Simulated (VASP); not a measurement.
The system is Mg.

```xyz
2
Lattice="3.2093 0.0000 0.0000 -1.6046 2.7793 0.0000 0.0000 0.0000 5.2103" Properties=species:S:1:pos:R:3 pbc="T T T"
Mg    1.6047    0.9264    3.9077
Mg    0.0000    1.8529    1.3026
```

* Program: VASP 6.6.1
* Task: relaxation of cell and atoms
* Functional: PBEsol0
* Potentials or basis: VASP PAW PBE potentials, release 64 (Mg)
* Cutoff: 600 eV
* k mesh: 5 × 5 × 3
* Occupations: fermi-dirac, width 0.05 eV
* Spin: no spin polarisation

At the start: pressure -1.6 GPa; volume 23.24 Å³/atom.

How do energy, volume and symmetry change on relaxing?

Over 3 steps the energy falls by 5.2 meV/atom and the volume is 22.28 Å³/atom (-4.1 %); space group P6_3/mmc (No. 194, to 0.05 Å).

The path:
```
step  energy change (eV)  largest force (eV/Å)  pressure (GPa)  volume (Å³)
   1              0.0000                0.0000           -1.58        46.47
   2             -0.0100                0.0000           -0.36        44.95
   3             -0.0105                0.0000           -0.01        44.56
```

Final structure:
```
Mg
1.0
     3.15660    0.00000    0.00000
    -1.57830    2.73370    0.00000
     0.00000    0.00000    5.16356
Mg
2
Cartesian
  1.5783 0.9112 3.8727
  0.0000 1.8225 1.2909
```

Caveat: the k mesh is coarse (spacing up to 0.45 Å⁻¹), so the values aren't converged, least of all with exact exchange; the PAW data sets were made with another functional, which shifts forces and pressure a little.
